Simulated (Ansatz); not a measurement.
## rocksalt-structured NiSb

The computed numbers are results of PBE, scalar-relativistic (collinear spin) in the plane-wave PAW code Ansatz at 420 eV, Γ-centred 12×12×12 mesh, 0.05 eV Gaussian smearing. The datasets are Ansatz's generated set soft_2.

```
Ni Sb
1.0
     0.00000    2.63374    2.63374
     2.63374    0.00000    2.63374
     2.63374    2.63374    0.00000
Ni Sb
1 1
Direct
  0.50000 0.50000 0.50000
  0.00000 0.00000 0.00000
```

This is a trial structure; measured cells of the compound in the Crystallography Open Database are in space group P63/mmc.

Magnetic state: non-magnetic, site spin moments none.

The cell has space group Fm-3m (read at 0.01 Å). In it the stress is 0.00, 0.00, 0.00, 0.00, 0.00, 0.00 GPa and the largest force component 0.000 eV/Å. Each change below starts from this cell, without further relaxation. Stress is in GPa, positive in compression, in the order xx, yy, zz, yz, xz, xy; energies are counted from the cell above and are free energies with the smearing's entropy, which match forces and stress in a metal.

Task: What happens when atom 2 (Sb) is moved by 0.20 Å along z?

Result: The energy changes by 76.0 meV per cell, and the force on it along the shift is -0.874 eV/Å (−F/u = 4.37 eV/Å²). Stress: -0.18, -0.18, 5.84, 0.00, 0.00, 0.00.
```
atom  Fx (eV/Å)     Fy      Fz
 Ni1      0.000  0.000   0.874
 Sb2      0.000  0.000  -0.874
```
In a harmonic crystal the energy would rise by −½F·u = ½ × 4.37 × 0.20² eV = 87.4 meV, close to the run's value; the rest is anharmonic or numerical.

Task: What happens when atom 2 (Sb) is moved by 0.20 Å along y?

Result: The energy changes by 76.0 meV per cell, and the force on it along the shift is -0.874 eV/Å (−F/u = 4.37 eV/Å²). Stress: -0.18, 5.84, -0.18, 0.00, 0.00, 0.00.
```
atom  Fx (eV/Å)      Fy     Fz
 Ni1      0.000   0.874  0.000
 Sb2      0.000  -0.874  0.000
```
In a harmonic crystal the energy would rise by −½F·u = ½ × 4.37 × 0.20² eV = 87.4 meV, close to the run's value; the rest is anharmonic or numerical.

Task: What stress follows from an engineering strain of 3 % in zz, atoms carried along?

Result: -1.45, -1.45, -5.18, 0.00, 0.00, 0.00 GPa; the energy changes by 18.8 meV per cell.
The change of the stress over the strain gives a clamped-atom stiffness of about 173 GPa for this component, a secant value that lies under the elastic constant in tension and over it in compression, by several per cent for each per cent of strain.
In a harmonic crystal the energy would rise by V(½Cε² − σ₀ε), with σ₀ the stress of the unstrained cell, = 17.7 meV, close to the run's value; the rest has the sign of the anharmonic part, which a secant stiffness overstates.

Task: What stress follows from an engineering strain of 2 % in xy, atoms carried along?

Result: -0.01, -0.01, -0.04, 0.00, 0.00, -0.11 GPa; the energy changes by 0.1 meV per cell. So small a shear stiffness is near an instability, and in a metal within what the mesh can shift.
The change of the stress over the strain gives a clamped-atom stiffness of about 5.3 GPa for this component.

Task: All atoms and the cell are disturbed at random:
```xyz
2
Lattice="-0.0073 2.6339 2.6470 2.6115 -0.0061 2.6458 2.6173 2.6385 -0.0120" Properties=species:S:1:pos:R:3 pbc="T T T"
Ni    2.5844    2.6607    2.6570
Sb    0.0264   -0.0276   -0.0166
```
Give the energy change, the stress and the forces.

Result: 13.0 meV per cell; stress 1.12, -0.04, -1.08, -0.05, 0.08, 0.08 GPa.
| atom | Fx (eV/Å) | Fy | Fz |
| --- | --- | --- | --- |
| Ni1 | 0.200 | -0.175 | -0.092 |
| Sb2 | -0.200 | 0.175 | 0.092 |

Task: All atoms and the cell are disturbed at random:
```
CELL_PARAMETERS angstrom
0.03991 2.61117 2.66880
2.66156 -0.00258 2.71129
2.64631 2.63841 0.01267
ATOMIC_POSITIONS crystal
Ni 0.49729 0.50636 0.51008
Sb 0.00271 0.99364 0.98992
```
Give the energy change, the stress and the forces.

Result: 23.8 meV per cell; stress 0.24, -0.20, -3.37, 0.02, -0.20, -0.12 GPa.
```
atom  Fx (eV/Å)      Fy      Fz
 Ni1     -0.306  -0.140  -0.045
 Sb2      0.306   0.140   0.045
```

Scalar-relativistic only: spin–orbit splittings of the heavy atoms' levels are missing.
